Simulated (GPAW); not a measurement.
# Rh (Fm-3m) in GPAW: equation of state

Aim: energy against volume of Rh in PBEsol, for its equilibrium volume and stiffness.

All numbers are computed with GPAW 26.7.0; they aren't measurements. Logs are shortened: lines on timing, memory, paths and dates and some standing lists are left out, and cuts for length are marked. The log counts tension as positive stress, the text compression.

**Measured values to compare with.**

“Thermal equation of state of rhodium characterized by XRD in a resistively heated diamond anvil cell”, 2024, pmc:11535440 quotes, for a bulk crystal of Rh: bulk modulus 264 ± 1 GPa.

How close the calculation comes is told below.

## 1. Starting point

Symmetry: Fm-3m, No. 225, cubic system. The conventional cell has a = 3.796 Å, b = 3.796 Å, c = 3.796 Å, α = 90.00°, β = 90.00°, γ = 90.00°. Rh (site symmetry m-3m) has 12 Rh at 2.68 Å as nearest neighbours.

## 2. Equation of state, PBEsol

The input, run.py:

```python
from ase import Atoms
from ase.eos import EquationOfState
from ase.io import Trajectory
from ase.units import GPa
from gpaw import GPAW, PW, setup_paths

setup_paths.insert(0, '.')

atoms = Atoms(['Rh'],
              cell=[[0.0, 1.89785, 1.89785],
                    [1.89785, 0.0, 1.89785],
                    [1.89785, 1.89785, 0.0]],
              scaled_positions=[[0.0, 0.0, 0.0]],
              pbc=True)

traj = Trajectory('eos.traj', 'w')
volumes, energies = [], []
for x in [0.94, 0.96, 0.98, 1.0, 1.02, 1.04, 1.06]:
    a = atoms.copy()
    a.set_cell(atoms.cell * x**(1 / 3), scale_atoms=True)
    calc = GPAW(mode=PW(600),
                xc='PBEsol',
                kpts={'size': (12, 12, 12), 'gamma': True},
                occupations={'name': 'fermi-dirac', 'width': 0.05},
                nbands=16,
                convergence={'density': 1e-05, 'energy': 1e-05},
                maxiter=150,
                txt=f'eos-{x:.2f}.txt')
    a.calc = calc
    energies.append(a.get_potential_energy(force_consistent=True))
    volumes.append(a.get_volume())
    p = -a.get_stress()[:3].mean() / GPa
    calc.write(f'eos-{x:.2f}.gpw')
    traj.write(a)
    print(f'{x:.2f} {volumes[-1]:10.4f} A^3 {energies[-1]:14.6f} eV {p:9.3f} GPa', flush=True)

v0, e0, B = EquationOfState(volumes, energies, eos='birchmurnaghan').fit()
print(f'V0 = {v0:.4f} A^3, E0 = {e0:.6f} eV, B0 = {B / GPa:.2f} GPa')
```

Potentials or basis: PAW data sets generated in the run's folder for this functional, pw.

Started as:

```bash
$ gpaw-setup -f PBEsol Rh
$ OMP_NUM_THREADS=1 python run.py
```

The log of the run:

```text
__  _  _
 | _ |_)|_||  |
 |__||  | ||/\| - 26.7.0

Input parameters:
  mode=PW(ecut=600.0),
  convergence={'density': 1e-05, 'energy': 1e-05},
  kpts=MonkhorstPack(size=(12, 12, 12), gamma=True),
  maxiter=150,
  nbands=16,
  occupations=Occupations(name='fermi-dirac', width=0.05),
  xc=XC(name='PBEsol')

Diagonalizing LCAO Hamiltonian
Converting LCAO to pw mode

       Rh

Atoms  # Å, Bohr magnetons
|   | symbol |        x |        y |        z |    initial magnetic moments |
|---|--------|----------|----------|----------|-----------------------------|
| 0 |     Rh | 0.000000 | 0.000000 | 0.000000 | ( 0.0000,  0.0000,  0.0000) |

Unit cell  # Å
| periodic |        x |        y |        z |  lengths |    angles |
|----------|----------|----------|----------|----------|-----------|
|      yes | 0.000000 | 1.859107 | 1.859107 | 2.629175 | 60.000000 |
|      yes | 1.859107 | 0.000000 | 1.859107 | 2.629175 | 60.000000 |
|      yes | 1.859107 | 1.859107 | 0.000000 | 2.629175 | 60.000000 |

Number of symmetries: 48
Symmetry operations  # r_c * U_cc + t_c -> r_c
|    | kind |            matrix            |
|----|------|------------------------------|
|  0 |  σ   |  1, 0, 0,  1, 0,-1,  1,-1, 0 |
|  1 |  C2  |  1, 0, 0,  1,-1, 0,  1, 0,-1 |
|  2 |  E   |  1, 0, 0,  0, 1, 0,  0, 0, 1 |
|  3 |  σ   |  1, 0, 0,  0, 0, 1,  0, 1, 0 |
|  4 |  C4  |  1, 0,-1,  1, 0, 0,  1,-1, 0 |
|  5 |  S6  |  1, 0,-1,  1,-1, 0,  1, 0, 0 |
|  6 |  σ   |  1, 0,-1,  0, 1,-1,  0, 0,-1 |
|  7 |  C3  |  1, 0,-1,  0, 0,-1,  0, 1,-1 |
|  8 |  S6  |  1,-1, 0,  1, 0, 0,  1, 0,-1 |
|  9 |  C4  |  1,-1, 0,  1, 0,-1,  1, 0, 0 |
| 10 |  C3  |  1,-1, 0,  0,-1, 1,  0,-1, 0 |
| 11 |  σ   |  1,-1, 0,  0,-1, 0,  0,-1, 1 |
| 12 |  σ   |  0, 1, 0,  1, 0, 0,  0, 0, 1 |
| 13 |  C4  |  0, 1, 0,  0, 1,-1, -1, 1, 0 |
| 14 |  C3  |  0, 1, 0,  0, 0, 1,  1, 0, 0 |
| 15 |  S6  |  0, 1, 0, -1, 1, 0,  0, 1,-1 |
| 16 |  C2  |  0, 1,-1,  1, 0,-1,  0, 0,-1 |
| 17 |  σ   |  0, 1,-1,  0, 1, 0, -1, 1, 0 |
| 18 |  S4  |  0, 1,-1,  0, 0,-1,  1, 0,-1 |
| 19 |  C4  |  0, 1,-1, -1, 1, 0,  0, 1, 0 |
| 20 |  C3  |  0, 0, 1,  1, 0, 0,  0, 1, 0 |
| 21 |  σ   |  0, 0, 1,  0, 1, 0,  1, 0, 0 |
| 22 |  S6  |  0, 0, 1,  0,-1, 1, -1, 0, 1 |
| 23 |  C4  |  0, 0, 1, -1, 0, 1,  0,-1, 1 |
| 24 |  S4  |  0, 0,-1,  1, 0,-1,  0, 1,-1 |
| 25 |  C3  |  0, 0,-1,  0, 1,-1,  1, 0,-1 |
| 26 |  C2  |  0, 0,-1,  0,-1, 0, -1, 0, 0 |
| 27 |  S6  |  0, 0,-1, -1, 0, 0,  0,-1, 0 |
| 28 |  S4  |  0,-1, 1,  1,-1, 0,  0,-1, 0 |
| 29 |  C4  |  0,-1, 1,  0, 0, 1, -1, 0, 1 |
| 30 |  C2  |  0,-1, 1,  0,-1, 0,  1,-1, 0 |
| 31 |  σ   |  0,-1, 1, -1, 0, 1,  0, 0, 1 |
| 32 |  C3  |  0,-1, 0,  1,-1, 0,  0,-1, 1 |
| 33 |  S6  |  0,-1, 0,  0, 0,-1, -1, 0, 0 |
| 34 |  S4  |  0,-1, 0,  0,-1, 1,  1,-1, 0 |
| 35 |  C2  |  0,-1, 0, -1, 0, 0,  0, 0,-1 |
| 36 |  C2  | -1, 1, 0,  0, 1, 0,  0, 1,-1 |
| 37 |  S6  | -1, 1, 0,  0, 1,-1,  0, 1, 0 |
| 38 |  S4  | -1, 1, 0, -1, 0, 1, -1, 0, 0 |
| 39 |  C3  | -1, 1, 0, -1, 0, 0, -1, 0, 1 |
| 40 |  S6  | -1, 0, 1,  0, 0, 1,  0,-1, 1 |
| 41 |  C2  | -1, 0, 1,  0,-1, 1,  0, 0, 1 |
| 42 |  C3  | -1, 0, 1, -1, 1, 0, -1, 0, 0 |
| 43 |  S4  | -1, 0, 1, -1, 0, 0, -1, 1, 0 |
| 44 |  C2  | -1, 0, 0,  0, 0,-1,  0,-1, 0 |
| 45 |  i   | -1, 0, 0,  0,-1, 0,  0, 0,-1 |
| 46 |  σ   | -1, 0, 0, -1, 1, 0, -1, 0, 1 |
| 47 |  C2  | -1, 0, 0, -1, 0, 1, -1, 1, 0 |

BZ-sampling:
  Number of BZ points: 1728
  Number of IBZ points: 72

  Monkhorst-Pack size: [12, 12, 12]
  Monkhorst-Pack shift: [0.041666666666666664, 0.041666666666666664, 0.041666666666666664]

K-points  # in reciprocal-cell coordinates
|     |                                coordinates |     weight |
|-----|--------------------------------------------|------------|
|   0 | ( -0.00000000,  -0.00000000,  -0.00000000) | 0.00057870 |
|   1 | (  0.08333333,   0.08333333,  -0.00000000) | 0.00347222 |
|   2 | (  0.08333333,   0.08333333,   0.08333333) | 0.00462963 |
|   3 | (  0.16666667,   0.08333333,   0.08333333) | 0.00694444 |
|   4 | (  0.16666667,   0.16666667,  -0.00000000) | 0.00347222 |
|   5 | (  0.16666667,   0.16666667,   0.08333333) | 0.01388889 |
|   6 | (  0.16666667,   0.16666667,   0.16666667) | 0.00462963 |
|   7 | (  0.25000000,   0.16666667,   0.08333333) | 0.01388889 |
|   8 | (  0.25000000,   0.16666667,   0.16666667) | 0.01388889 |
|   9 | (  0.25000000,   0.25000000,  -0.00000000) | 0.00347222 |
| ... |                                            |            |
|  71 | (  0.50000000,   0.50000000,   0.50000000) | 0.00231481 |

Plane wave coefficients: 444
Cutoff: 600.0 eV

Spin-components: 1 (collinear spins)
Bands:           16
Projectors:      6
Spin-degeneracy: 2
Datatype:        complex128

Parallelization:
  kpt:    1
  domain: 1
  band:   1

Density:
  Valence electrons: 15.0
  Components: 1
  Grid points: [15 15 15]
  Charge: 0.0  # |e|

Potential:
  Grid points: [15 15 15]

species:
  Rh:
    name:    Rhodium
    Z:       45.0
    valence: 15
    core:    30
    charge:  0.0  # [|e|]
    compensation charges:
      type: gauss
      rc: 0.38  # [Å]
      lmax: 2
    cutoffs:
      filter: 2.48  # [Å]
      core: 2.35  # [Å]
    projectors
    | kind |    occ | energy [eV] | rcut [Å] |
    |------|--------|-------------|----------|
    |   5s |  1.000 |      -4.322 |    1.270 |
    |   4p |  6.000 |     -50.387 |    1.381 |
    |   5p |  0.000 |      -0.797 |    1.381 |
    |   4d |  8.000 |      -5.955 |    1.244 |
    |    s |        |      22.889 |    1.270 |
    |    d |        |      21.257 |    1.244 |

    Using partial waves for Rh as LCAO basis

Reference energy: -130069.661446  # eV

eigensolver:
  PPCG
  Converge bands: occupied
  niter=2

density mixing:
  MSR1-Mixer
  Pratt-step length: 0.05
  Maximum mixing coefficient: 0.75
  Old densities: 10
  SVD Regularization: 0.005
  Good broyden scale: 1.0
  Trust region scale: 1.0
  Backstep threshold: 4.0
  History deletion threshold: 6.0
  Fourier metric: weight=20.0, sigma=0.015

occupation numbers:
  Fermi-Dirac:
    width: 0.0500  # eV

poisson solver:
  ecut: 4800.0  # eV

xc functional:
  name: PBEsol with 2 nearest neighbor stencil

convergence criteria:
- Maximum integral of absolute [dens]ity change: 1e-05 electrons / valence electron
- Maximum [total energy] change in last 3 cyles: 1e-05 eV / valence electron
- Maximum integral of absolute [eigenst]ate change: 4e-08 eV^2 / valence electron
maximum number of iterations: 150

SCF iterations
|iter     | |      energy | eigst |  dens |
|---------|-|-------------|-------|-------|
|iter:   1| |   -8.787442 | +0.05 |       |
|iter:   2| |   -8.650891 | -2.74 | -1.09 |
|iter:   3| |   -8.136675 | -2.05 | -1.14 |
|iter:   4| |   -8.131157 | -3.91 | -2.32 |
|iter:   5| |   -8.129104 | -3.96 | -2.52 |
|iter:   6| |   -8.129090 | -6.20 | -3.50 |
|iter:   7| |   -8.129090c| -6.31 | -3.75 |
|iter:   8| |   -8.129090c| -8.12c| -5.30c|

Converged in 8 steps
Energy contributions relative to reference atoms: (reference = -130069.661446)

Energy contributions:
  Kinetic:           0.958539
  Coulomb:          -2.475118
  Zero:             -0.084714
  External:          0.000000
  Xc:               -6.524157
  Entropy:          -0.007282
  Spinorbit:         0.000000
  ----------------------------
  Free energy:      -8.132732
  Extrapolated:     -8.129090

dipole moment: (-11.307541, -11.307541, -11.307541)  # |e|*Ang

Fermi level: 13.000
Eigenvalues  # (at kpt = [-0.000, -0.000, -0.000])
| band index |      eig [eV] | occ [0-2] |
|------------|---------------|-----------|
|          0 |       -33.479 |     2.000 |
|          1 |       -33.479 |     2.000 |
|          2 |       -33.479 |     2.000 |
|          3 |         4.442 |     2.000 |
|          4 |         9.542 |     2.000 |
|          5 |         9.542 |     2.000 |
[... 8 lines left out ...]
|         14 |        44.907 |     0.000 |
|         15 |        46.484 |     0.000 |

No gap
No difference between direct/indirect transitions

Stress tensor  # eV/Ang^3
|         x |         y |         z |
|-----------|-----------|-----------|
| -0.119572 | -0.000000 | -0.000000 |
| -0.000000 | -0.119572 |  0.000000 |
| -0.000000 |  0.000000 | -0.119572 |

# Writing to eos-0.94.gpw (mode='')
```

stdout:

```text
0.94    12.8512 A^3      -8.132732 eV    19.158 GPa
0.96    13.1246 A^3      -8.158747 eV    11.428 GPa
0.98    13.3981 A^3      -8.172296 eV     4.594 GPa
1.00    13.6715 A^3      -8.174931 eV    -1.444 GPa
1.02    13.9449 A^3      -8.167877 eV    -6.774 GPa
1.04    14.2183 A^3      -8.152275 eV   -11.471 GPa
1.06    14.4918 A^3      -8.129138 eV   -15.611 GPa
V0 = 13.6040 A^3, E0 = -8.175230 eV, B0 = 290.53 GPa
```

eos-0.98.txt:

```text
SCF iterations
|iter     | |      energy | eigst |  dens |
|---------|-|-------------|-------|-------|
|iter:   1| |   -8.831229 | +0.05 |       |
|iter:   2| |   -8.689519 | -2.72 | -1.09 |
|iter:   3| |   -8.175186 | -2.03 | -1.14 |
|iter:   4| |   -8.170236 | -3.74 | -2.30 |
|iter:   5| |   -8.168360 | -3.71 | -2.49 |
|iter:   6| |   -8.168354 | -6.23 | -3.53 |
|iter:   7| |   -8.168355c| -6.40 | -3.78 |
|iter:   8| |   -8.168355c| -7.75c| -5.24c|

Converged in 8 steps
Energy contributions relative to reference atoms: (reference = -130069.661446)

Energy contributions:
  Kinetic:          -3.650315
  Coulomb:           1.330945
  Zero:             -0.071812
  External:          0.000000
  Xc:               -5.773232
  Entropy:          -0.007881
  Spinorbit:         0.000000
  ----------------------------
  Free energy:      -8.172296
  Extrapolated:     -8.168355

dipole moment: (-11.456678, -11.456678, -11.456678)  # |e|*Ang

Fermi level: 12.188
Eigenvalues  # (at kpt = [-0.000, -0.000, -0.000])
| band index |      eig [eV] | occ [0-2] |
|------------|---------------|-----------|
|          0 |       -34.215 |     2.000 |
|          1 |       -34.215 |     2.000 |
|          2 |       -34.215 |     2.000 |
|          3 |         3.950 |     2.000 |
|          4 |         8.951 |     2.000 |
|          5 |         8.951 |     2.000 |
[... 8 lines left out ...]
|         14 |        44.328 |     0.000 |
|         15 |        44.729 |     0.000 |

No gap
No difference between direct/indirect transitions

Stress tensor  # eV/Ang^3
|         x |         y |         z |
|-----------|-----------|-----------|
| -0.028676 |  0.000000 |  0.000000 |
|  0.000000 | -0.028676 | -0.000000 |
|  0.000000 | -0.000000 | -0.028676 |

# Writing to eos-0.98.gpw (mode='')
```

Run time: 51 s. Hardware: 1 thread of Arm Neoverse V2, shared host; peak memory 0.19 GiB.

Results:

```
Equilibrium volume                      : 13.60 Å³/atom
Bulk modulus                            : 291 GPa
Pressure derivative of the bulk modulus : 5.2
```

Energy against volume, from the lowest point:
```csv
volume (Å³/atom),energy (meV/atom)
12.851,42.20
13.125,16.18
13.398,2.64
13.671,0.00
13.945,7.05
14.218,22.66
14.492,45.79
```

## 3. Comparison with measurements

Step 2. A measured bulk modulus of Rh is 264 GPa (quoted in “Thermal equation of state of rhodium characterized by XRD in a resistively heated diamond anvil cell”, 2024, pmc:11535440); the calculated 291 GPa misses it by +10.0 %. The fit is for a static lattice scaled at fixed shape and fixed fractional positions.
